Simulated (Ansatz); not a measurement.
All numbers below come from DFT PBE, scalar-relativistic, plane waves, PAW in Ansatz. Settings: cutoff 420 eV, Γ-centred meshes spaced at most about 0.3 Å⁻¹, and about 0.25 Å⁻¹ or finer for metals (2π included), Gaussian smearing. Spin is collinear.

Temperature and zero-point effects are left out.

Two forms of Gd6N were relaxed alike.

A. (parallel moments up to 7.2 μB)

```
Gd N
1.0
     3.58601    0.00000    0.00000
    -1.79301    3.10558    0.00000
     0.00000    0.00000   17.80974
Gd N
6 1
Direct
  0.33333 0.66667 0.41751
  0.66667 0.33333 0.58249
  0.66667 0.33333 0.92386
  0.33333 0.66667 0.07614
  0.66667 0.33333 0.25460
  0.33333 0.66667 0.74540
  0.00000 0.00000 0.00000
```

B. (parallel moments up to 7.0 μB)

```
Gd N
1.0
     3.15798    1.82326    5.87326
    -3.15798    1.82326    5.87326
     0.00000   -3.64652    5.87326
Gd N
6 1
Direct
  0.39767 0.07866 0.76321
  0.07866 0.76321 0.39767
  0.76321 0.39767 0.07866
  0.60233 0.92134 0.23679
  0.92134 0.23679 0.60233
  0.23679 0.60233 0.92134
  0.00000 0.00000 0.00000
```

Question: Which is lower in energy, and by how much?

Answer: A is lower, by 12 meV/atom. A has space group P-3m1 (No. 164), 28.3 Å³/atom and no gap on its mesh; B has space group R-3 (No. 148), 29.0 Å³/atom and no gap. In A, around Gd on its first site lie 12 Gd at 3.56–3.59 Å; around Gd on its second site lie 3 N at 2.47 Å, 9 Gd at 3.41–3.59 Å and 3 Gd at 3.79 Å; around N lie 6 Gd at 2.47 Å; 1 more site not described. In B, Gd has 1 N at 2.45 Å and 12 Gd at 3.45–3.75 Å; around N lie 6 Gd at 2.45 Å. Both come from invented guesses.

For metals, differences of a few meV/atom aren't resolved. The 4f shell of Gd is treated without a Hubbard U, which places its levels poorly. Another magnetic order may lie lower. Cells relaxed within their symmetry can be saddle points.
